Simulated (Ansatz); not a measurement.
Reaction (substitution at a C–Sb bond): `[CH3][Sb]([CH3])[SiH3]` + `N=C(N)O` → `CNC(=N)O` + `[CH3][SbH][SiH3]`

Computed with Ansatz on PBE0-D4/def2-TZVP structures; ΔE is electronic, products minus reactants. CBS: MP2 limit from def2 TZ/QZ plus the TZ coupled-cluster correction, frozen cores. Functionals use def2-TZVPP. B3LYP here is the variant with VWN-RPA as its local correlation; programs differ in this. Elements past krypton have def2 core potentials. For Sb outer-core shells are correlated without core-valence functions, which leaves a few kJ/mol of doubt a bond. Each species was taken in one conformer, which may not be the lowest.

```json
{"level": "B3LYP-D4", "ΔE (kJ/mol)": "41.1"}
{"level": "PBE", "ΔE (kJ/mol)": "40.1"}
```

Q: What does CCSD(T)/CBS give? (An estimate is asked.)

A: Ansatz gave: +48.1 kJ/mol. The listed levels differ from it by -7.0, -8.0 kJ/mol.

Largest T1 diagnostic among the species: 0.013.

The D4 term adds +3.5 kJ/mol with B3LYP and +2.0 kJ/mol with PBE0; it sums over pairs of atoms, weighted by their polarisabilities, and B3LYP, whose exchange is more repulsive, gets the larger term. In def2-TZVPP, CCSD(T) changes the Hartree–Fock value by +11.8 kJ/mol (the triples alone add +1.9 kJ/mol) and MP2 by +18.3 kJ/mol.

CCSD(T)/CBS has its own doubt, a few kJ/mol and more with outer-core shells, so smaller differences from it don't rank the levels.
